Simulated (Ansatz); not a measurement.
# Ge (Fd-3m) in Ansatz: single point with PBE0

Aim: the single point of Ge with PBE0.

Everything below comes from runs of Ansatz 0.2.0. Logs are shortened: lines on timing, memory, paths and dates and some standing lists are left out, and cuts for length are marked.

**The experiment to reproduce.**

From “Electronic and optical properties of SixGe1-x-ySny alloys lattice-matched to Ge”, 2021, arxiv:2109.02782, for a bulk crystal of Ge at 300 K: band gap 0.807 eV (direct).

The runs below are set against these values where they give the same quantity.

## Step 1: Starting point

The structure is cubic, space group Fd-3m (No. 227). The conventional cell has a = 5.658 Å, b = 5.658 Å, c = 5.658 Å, α = 90.00°, β = 90.00°, γ = 90.00°. Around Ge (site symmetry -43m) lie 4 Ge at 2.45 Å.

## Step 2: Single point, PBE0

Contents of input:

```
crystal:
  lattice:
    - [0.0, 2.82891, 2.82891]
    - [2.82891, 0.0, 2.82891]
    - [2.82891, 2.82891, 0.0]
  atoms:
    - { symbol: Ge, position: [0.75, 0.75, 0.75] }
    - { symbol: Ge, position: [0.5, 0.5, 0.5] }
hamiltonian:
  xc: pbe0
  pseudopotentials: { kind: paw }
kpoints:
  mp_grid: { grid: [6, 6, 6] }
scf:
  occupations: { method: fermi_dirac, width: 0.05 }
output:
  forces: true
  stress: true
  eigenvalues: true
```

Potentials or basis: Ansatz PAW.

The log of the run:

```text
Warning: output.stress: scf.convergence.dr2_threshold = 1e-7 eV (the SCF's general default) is looser than the 2e-10 eV advised for a printed stress (1e-10 eV for each atom of the cell: 2). What an SCF threshold leaves in a stress goes as its square root, and in the free energy as the threshold itself, and one threshold admits the most on a small cell: of the crystals measured, under no hybrid functional and no lock of the moments, on runs that ended without the residual-converged pass, on stresses that held no estimate of that error, the worst erred by over 100 MPa in a component at 1e-7 eV an atom and by under 5 at 1e-10. Set scf.convergence.dr2_threshold to 2e-10 eV or tighter. The threshold is an SCF's pass mark: one that does not reach it within its budget of iterations ends unconverged, or closes short of it on a stop that the run arms, and scf.convergence.dr2_threshold's page says what that costs each kind of run
Warning: output.stress: scf.exx.energy_threshold = 1e-6 eV is looser than the 2e-8 eV advised for a stress under a hybrid functional (1e-8 eV for each atom of the cell: 2). Every SCF of the exchange loop can meet its threshold on dr2 while the loop round them stops early: no threshold on dr2 bounds what that leaves in the stress. Set scf.exx.energy_threshold to 2e-8 eV or tighter. The threshold is the loop's pass mark: a loop that does not reach it within its budget of cycles ends unconverged, and scf.exx.energy_threshold's page has the law
GPUs: using 1 of 1 available (devices: 1).
Engine: ansatz 0.2.0, x86_64-unknown-linux-gnu
Pseudopotentials: kind: paw
Pseudopotential: Ge, paw, valence charge 14, recommended cutoff 420 eV (normal), Ge.paw.azcp
Functional definition: PBE0
  parameter a = 0.25
  parameter kappa = 0.804
  parameter beta = 0.06672455060314922
  exchange = (1 - a)*pbe_x(kappa = kappa, mu = beta*pi^2/3) + a*exact_x
  correlation = pbe_c(beta = beta)
device memory: the entry about to start is reckoned to put 0.5 GiB on a device that reports 53.9 GiB free (of which the cap on the GPU budget leaves the run 18.0 GiB)
GPU FFT provider: cuFFT
GPU libraries: cuBLAS 13.8.2, cuFFT 12.4.0, cuSOLVER 12.3.4
Crystal: 2 atoms, lattice volume = 45.278 Å³
Basis set: ecut = 420 eV, 893 PW (Γ), exchange–correlation on 54×54×54 points (8 copies of the dense FFT grid, shifted against one another)
Bands: 18, of which v1, the nominal top of the filled ones, is band 14 counted from 1 (13 counted from 0)
Symmetry: 48 space group operations
Space group: Fd-3m (ITA 227), of the structure as read, at distance tolerance 3.6e-5 Å
k-points: 16 of 216
Non-local potential: Ge, projectors of the file, l = 0: 2, l = 1: 2, l = 2: 3, l = 3: 1
PAW form: soft (Blöchl's): semilocal exchange-correlation on the pseudo side does not see the compensation charge
PAW frozen core: Ge, regenerated for the run's functional, and the local potential with it (the file was generated under x = pbe(κ = 0.804, μ = 0.2195149727645171), c = pbe(β = 0.06672455060314922))
PAW one-centre angular grid: Ge, 590 points (default); XC on 64 Gauss nodes
Initial density: superposition of atomic densities (neutral atoms: chi_scale 0, normalization atom), corrected by the library's trained network
Initial wavefunctions: pseudopotential atomic-orbital guess
GPU buffer pool allocated for 19683 grid points (all kernels)
GPU transforms: local potential and band sums: pruned to the plane-wave sphere, on 25×27×27
Functional: x = pbe(κ = 0.804, μ = 0.2195149727645171), c = pbe(β = 0.06672455060314922), warm-up for x = 0.75 pbe(κ = 0.804, μ = 0.2195149727645171) + 0.25 exact, c = pbe(β = 0.06672455060314922)
SCF iter   1: F=—  HF=-8589.897005 eV  |F-HF|=—  |Δ(HF+E_count)|=         —  Δρ=7.06e-4  dr2=2.23e-4  ethr=1.77e-3  ⟨swp⟩=5.8  Hψ=1079  notcnv=0
preconditioner: auto → Kerker (q_TF=auto, 2.518 Å⁻¹)  [metal: Δε(μ)=0.146 eV  Ē_g=23.422 eV  σ=0.050 eV  W_gap=0.49  n_scr=14 (ndim 8)  ℏωp=29.2 eV  f_vac=0.074  D(μ)=0.20/eV (n_scr^D=0)]
SCF iter   2: F=—  HF=-8589.897372 eV  |F-HF|=—  |Δ(HF+E_count)|=   3.66e-4  Δρ=4.60e-4  dr2=1.19e-4  ethr=7.96e-7  ⟨swp⟩=3.9  Hψ=799  notcnv=0
SCF iter   3: F=—  HF=-8589.897473 eV  |F-HF|=—  |Δ(HF+E_count)|=   1.02e-4  Δρ=1.58e-4  dr2=2.04e-5  ethr=4.27e-7  ⟨swp⟩=3.0  Hψ=581  notcnv=0
SCF iter   4: F=—  HF=-8589.897484 eV  |F-HF|=—  |Δ(HF+E_count)|=   1.05e-5  Δρ=8.80e-5  dr2=3.66e-6  ethr=7.29e-8  ⟨swp⟩=3.0  Hψ=744  notcnv=0
iter 5 solved again at ethr=6.42e-10 eV; its pass at ethr=1.31e-8 eV (dr2=1.80e-7 eV) is discarded
[... 40 lines left out ...]
SCF iter   6: F=-8591.665897 eV  HF=-8591.665897 eV  |F-HF|=7.75e-10  |Δ(HF+E_count)|=   1.79e-7  Δρ=2.21e-6  dr2=1.84e-9  ethr=1.00e-12  ⟨swp⟩=5.0  Hψ=970  notcnv=0
SCF 3 converged in 6 iterations: F = -8591.665897 eV  dr2 = 1.84e-9
  Residual-converged pass: ⟨swp⟩=1.1  Hψ=290  notcnv=0  max |occ|·‖R‖ = 2.0e-6 eV (tolerance 2.4e-6 eV)  dr2=1.84e-9  dr2_onsite=3.05e-10  max |Δocc| = 8.3e-19
hybrid outer 2: dexx = +2.349e-6 eV, tail = 5.06e-8 eV, Δε = 5.33e-3 eV (about 2.04e-4 eV left of the loop's levels)
hybrid SCF converged: 2 outer / 13 inner (+7 warm-up), last move |dexx| = 2.35e-6 eV, tail = 5.06e-8 eV
Stability not checked: this state was not tested for a lower state beside it, because the functional holds exact exchange (a hybrid, or Hartree-Fock), whose exchange loop this test does not read (fock_operator; see scf.lower_state_search)
Free energy (F): -8591.665897 eV
Frozen-core exchange: fock
Harris-Foulkes:  -8591.665897 eV  (|F-HF|=7.75e-10)
Internal energy: -8591.665897 eV  (E = F + TS)
E sigma→0 (E₀):  -8591.665897 eV
Entropy (-TS):   -0.000000 eV (-0.000 meV/atom)
Fermi energy:    8.645916 eV
--- Per-component energies (eV) ---
  E_band       = -385.444676
  E_kinetic    = 221.428405
  E_local      = -4946.025067  (includes V_loc(G=0)·N_el)
  E_nonlocal   = 840.205873
  E_hartree    = 2174.848146
  E_xc         = -116.130082
  E_vxc        = -99.593737  (∫ρ·V_xc dr)
  E_exx        = -120.638474  (= α·E_x^exact, valence–valence)
  E_paw        = -3957.414240  (= ΣΔE_a)
  E_vpaw       = -509.882133  (= ΣTr[D̂ρ^β])
  E_aug_tail   = 0.000717  (compensation charges beyond the density's cutoff)
  E_ewald      = -2687.134708
  E_core_change = -0.806467  (= ΣΔE_core)
  E_smearing   = -0.000000  (= −TS)
  E_closure    = -0.000000  (closes the sum)
  Σ components = -8591.665897   (vs F -8591.665897, Δ=-1.82e-12)
--- Forces (eV/Å), atoms counted from 1 ---
  atom   1  Ge    -0.00000000     0.00000000     0.00000000
  atom   2  Ge    -0.00000000     0.00000000     0.00000000
  max |Σ_I F_I| component: 1.11e-16 eV/Å
--- Stress (GPa, compression-positive) ---
        0.768972       0.000000       0.000000
       -0.000000       0.768972       0.000000
       -0.000000      -0.000000       0.768972
  P = ⅓ Tr σ = 0.7690 GPa (7.690 kbar)
--- Band table (eV; the first three rows and the last of 16) ---
  k-point 0: bands = ["-20.0960", "-20.0960", "-20.0960", "-20.0587", "-20.0587", "-19.8500", "-19.8500", "-19.8500", "-19.8322", "-19.8322", "-6.2316", "7.9541", "7.9541", "7.9541", "9.3959", "11.8053", "11.8053", "11.8053"]
  k-point 1: bands = ["-20.1081", "-20.1081", "-20.0918", "-20.0412", "-20.0412", "-19.8650", "-19.8650", "-19.8546", "-19.8203", "-19.8203", "-5.8581", "4.6106", "7.3968", "7.3968", "10.2060", "12.5513", "12.5513", "13.5670"]
  k-point 2: bands = ["-20.1187", "-20.1187", "-20.0834", "-20.0219", "-20.0219", "-19.8780", "-19.8780", "-19.8641", "-19.8112", "-19.8112", "-4.8180", "1.2421", "6.6671", "6.6671", "9.6019", "13.1190", "13.1190", "16.6330"]
  k-point 15: bands = ["-20.1418", "-20.1418", "-20.0144", "-20.0144", "-19.9469", "-19.9469", "-19.9104", "-19.9104", "-19.7850", "-19.7850", "-1.7997", "-1.7997", "3.8118", "3.8118", "11.9604", "11.9604", "16.1609", "16.1609"]
```

Run time: 22 s. Hardware: 1 × NVIDIA H100 80GB HBM3 with 2 threads of AMD EPYC 7R13 (Zen 3), shared host; peak memory 2 GiB.

What came out:

```
Free energy            : -8591.6659 eV
Pressure               : 0.8 GPa
Band gap on the k mesh : 1.40 eV, indirect (least direct gap 1.44 eV)
```

Caveat: the PAW data sets come from PBE, with cores solved anew for the run's functional, which leaves a small shift of forces and pressure; the thresholds are loose for stress.

## Step 3: Comparison with measurements

Step 2. Against the measured gap of Ge, 0.807 eV (direct; 300 K; “Electronic and optical properties of SixGe1-x-ySny alloys lattice-matched to Ge”, 2021, arxiv:2109.02782), the calculated 1.40 eV is off by +0.60 eV. 3 values of this kind are on record (0.666 to 0.807 eV); this one was drawn at random among those near their median. Spin-orbit coupling on Ge is left out. The value is that of PBE0 on a finite k mesh, which can miss the band edges, without temperature or zero-point motion.
